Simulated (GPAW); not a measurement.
A run of GPAW 26.7.0 is set up as follows.

File run.py:

```python
from ase import Atoms
from ase.calculators.mixing import SumCalculator
from ase.filters import FrechetCellFilter
from ase.io import write
from ase.optimize import BFGS
from dftd3.ase import DFTD3
from gpaw import GPAW, PW, setup_paths

setup_paths.insert(0, '.')

atoms = Atoms(['Cu', 'Al', 'Al'],
              cell=[[-2.0303375, 2.0303375, 2.851094],
                    [2.0303375, -2.0303375, 2.851094],
                    [2.0303375, 2.0303375, -2.851094]],
              scaled_positions=[[0.5, 0.5, 0.0],
                                [0.25, 0.75, 0.5],
                                [0.75, 0.25, 0.5]],
              pbc=True)

calc = GPAW(mode=PW(600),
            xc='PBEsol',
            kpts={'size': (8, 8, 8), 'gamma': True},
            occupations={'name': 'fermi-dirac', 'width': 0.05},
            nbands=20,
            convergence={'density': 1e-05, 'forces': 0.0001},
            maxiter=150,
            txt='gpaw.txt')
atoms.calc = SumCalculator([calc, DFTD3(method='pbesol', damping='d3bj')])
opt = BFGS(FrechetCellFilter(atoms), trajectory='relax.traj', logfile='-')
done = opt.run(fmax=0.02, steps=60)
calc.write('gs.gpw')
write('result.traj', atoms)
print('Converged:', done)
print('Cell:', atoms.cell.cellpar().round(4))
print('Volume:', round(atoms.get_volume(), 4))
print(atoms.get_scaled_positions().round(5))
```

Potentials or basis: PAW data sets generated in the run's folder for this functional, pw.

Run with:

```sh
$ gpaw-setup -f PBEsol Al Cu
$ OMP_NUM_THREADS=1 python run.py
```

(1) What does it give for the relaxed cell?

(2) Predict the relaxed volume.

Results:

(1) a = 4.009 Å, b = 4.009 Å, c = 4.009 Å, α = 119.94°, β = 119.94°, γ = 90.11°.

(2) 15.21 Å³/atom.

Caveat: with this Cu data set, volumes or pressures lay over 1.5 % or 2 GPa off other programs in two to four cells of ten; later steps reuse the first step's grids; pairwise dispersion overbinds metals, which lowers pressure and volume.
